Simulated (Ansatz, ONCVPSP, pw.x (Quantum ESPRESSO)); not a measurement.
What a changed setting does to a pw.x run (bcc Mg)

Potential: optimised norm-conserving Vanderbilt (ONCV), ONCVPSP 4.0.1.1 (patched build), PBE; core [Ne], reference 3s2; waves: 3s: rc 2.80 bohr, ncon 4, nbas 9, qcut 2.8 1/bohr, 2 projectors, debl 3.7 Ha; p scattering state at 0.36 Ha: rc 2.15 bohr, ncon 4, nbas 9, qcut 4.6 1/bohr, 2 projectors, debl 1.2 Ha; d scattering state at 0.03 Ha: rc 2.90 bohr, ncon 3, nbas 6, qcut 3.8 1/bohr, 2 projectors, debl 3.4 Ha; local part: polynomial inside 1.40 bohr (lpopt 5, dvloc0 6 Ha); core correction: polynomial model core, fcfact 0.65.

The reference run (k-mesh 13³, cutoffs 50/200 Ry, Fermi–Dirac 0.01 Ry, mixing_beta 0.4, conv_thr 1e-9, no spin) gives -0.19 GPa at 22.870 Å³/atom, where all-electron LAPW gives 0.19 GPa. This run, with its own iteration cap, changes k-mesh points per axis to 3.

```
&control
  calculation='scf', prefix='x', pseudo_dir='./', outdir='./tmp', tstress=.true., disk_io='none'
/
&system
  ibrav=0, nat=1, ntyp=1, ecutwfc=50, ecutrho=200, nbnd=8,
  occupations='smearing', smearing='fd', degauss=0.01
/
&electrons
  conv_thr=1e-09, mixing_beta=0.4, electron_maxstep=50
/
ATOMIC_SPECIES
Mg 1.0 Mg.UPF
CELL_PARAMETERS angstrom
  -1.78814222 1.78814222 1.78814222
  1.78814222 -1.78814222 1.78814222
  1.78814222 1.78814222 -1.78814222
ATOMIC_POSITIONS crystal
Mg 0.0000 0.0000 0.0000
K_POINTS automatic
3 3 3 0 0 0
```

```bash
pw.x < Mg.scf.in > Mg.scf.out
```

How does the run end?

It converges in 6 iterations; the free energy moves by +361.9 meV/atom and the pressure by -0.23 GPa.

```
Message from routine setup:
     using ibrav=0 with symmetry is DISCOURAGED, use correct ibrav instead
     lattice parameter (alat)  =       5.8528  a.u.
     unit-cell volume          =     154.3344 (a.u.)^3
     number of electrons       =         2.00
     number of Kohn-Sham states=            8
     kinetic-energy cutoff     =      50.0000  Ry
     charge density cutoff     =     200.0000  Ry
     scf convergence threshold =      1.0E-09
     Exchange-correlation= PBE
     number of k points=     4  Fermi-Dirac smearing, width (Ry)=  0.0100
     iteration #  1     ecut=    50.00 Ry     beta= 0.40
     total energy              =      -3.22767432 Ry
     estimated scf accuracy    <       0.00590404 Ry
     iteration #  2     ecut=    50.00 Ry     beta= 0.40
     total energy              =      -3.22699080 Ry
     estimated scf accuracy    <       0.00204761 Ry
     iteration #  3     ecut=    50.00 Ry     beta= 0.40
     total energy              =      -3.22702056 Ry
     estimated scf accuracy    <       0.00000018 Ry
     iteration #  4     ecut=    50.00 Ry     beta= 0.40
     total energy              =      -3.22702213 Ry
     estimated scf accuracy    <       0.00000001 Ry
     iteration #  5     ecut=    50.00 Ry     beta= 0.40
     total energy              =      -3.22702213 Ry
     estimated scf accuracy    <          9.5E-09 Ry
     iteration #  6     ecut=    50.00 Ry     beta= 0.40
     the Fermi energy is     3.9321 ev
!    total energy              =      -3.22702213 Ry
     estimated scf accuracy    <          5.9E-10 Ry
     smearing contrib. (-TS)   =      -0.00822996 Ry
     The total energy is F=E-TS. E is the sum of the following terms:
     one-electron contribution =       1.32886439 Ry
     hartree contribution      =       0.00426031 Ry
     xc contribution           =      -2.39795015 Ry
     ewald contribution        =      -2.15396673 Ry
     convergence has been achieved in   6 iterations
          total   stress  (Ry/bohr**3)                   (kbar)     P=       -4.27
     Message from routine punch:
     Nothing written, as per user request (disk_io='none')
```

The run took about 1 s on one core of a shared host (Intel(R) Xeon(R) 6975P-C, 192 threads, 1512 GiB, load 41).
